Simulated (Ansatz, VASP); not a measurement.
One calculation of WS2, two programs

INCAR

```
ALGO     = Normal         # electronic algorithm
EDIFF    = 1E-7           # SCF threshold, eV
ENCUT    = 520            # plane-wave cutoff, eV
GGA      = PS             # functional
ISIF     = 2              # what is computed and relaxed
ISMEAR   = -1             # smearing method
LASPH    = T              # aspherical terms in the spheres
LCHARG   = F              # write CHGCAR
LREAL    = F              # projectors in reciprocal space
LWAVE    = F              # write WAVECAR
NBANDS   = 20             # bands
NELM     = 100            # most SCF steps
PREC     = Accurate       # precision mode
SIGMA    = 0.03           # smearing width, eV
```

The input KPOINTS:

```
k-points
0
Gamma
  6 6 6
```

File POSCAR:

```
WS2
1.0
    1.5790000000      0.9116360751      6.1633333333
   -1.5790000000      0.9116360751      6.1633333333
    0.0000000000     -1.8232721501      6.1633333333
W S
1 2
Direct
    0.0000000000      0.0000000000      0.0000000000
    0.5810000000      0.5810000000      0.5810000000
    0.7503000000      0.7503000000      0.7503000000
```

File input.yaml:

```yaml
crystal:
  lattice:
    - [1.579, 0.9116360751, 6.1633333333]
    - [-1.579, 0.9116360751, 6.1633333333]
    - [0.0, -1.8232721501, 6.1633333333]
  atoms:
    - { symbol: W, position: [0.0, 0.0, 0.0] }
    - { symbol: S, position: [0.581, 0.581, 0.581] }
    - { symbol: S, position: [0.7503, 0.7503, 0.7503] }
kpoints:
  mp_grid: { grid: [6, 6, 6] }
scf:
  occupations: { method: fermi_dirac, width: 0.03 }
hamiltonian:
  xc: pbesol
  pseudopotentials: { kind: all_electron, lapw: { basis_error: 0.002 } }
output:
  forces: true
  stress: true
  eigenvalues: true
```

Measurements of this composition are mostly on another form, of space group No. 194.

Alike in both runs: task single point; functional PBEsol; k mesh 6 × 6 × 6; occupations fermi-dirac, width 0.03 eV; no spin polarisation.

|  | VASP | Ansatz |
| --- | --- | --- |
| version | VASP 6.6.1 | Ansatz 0.2.0 |
| potentials or method | VASP PAW PBE potentials, release 64 (W_sv, S) | all-electron LAPW, scalar-relativistic |
| plane-wave cutoff (eV) | 520 | see its input |

|  | VASP | Ansatz | Ansatz less VASP |
| --- | --- | --- | --- |
| gap on the k mesh at the Fermi level (eV) | 0.99 | 0.98 | -0.013 |
| least direct gap on the mesh (eV) | 1.89 | 1.89 | -0.004 |
| pressure (GPa) | -0.5 | -0.6 | -0.07 |
| largest component of the traceless stress (GPa) | 0.74 | 0.69 | -0.045 |
| rms of the force components (eV/Å) | 0.246 | 0.246 | -0.0001 |

Atom by atom the forces differ by 0.009 eV/Å (rms over components). Ansatz ran all-electron here, so the differences hold the error of VASP's frozen core and of both bases.

Caveats: spin-orbit coupling is left out, which moves the levels of the heavy elements; the PAW data sets were made with another functional, which shifts forces and pressure a little (VASP). A k mesh can miss the band edges. PBEsol gaps usually lie below the measured ones, often by a third to a half.
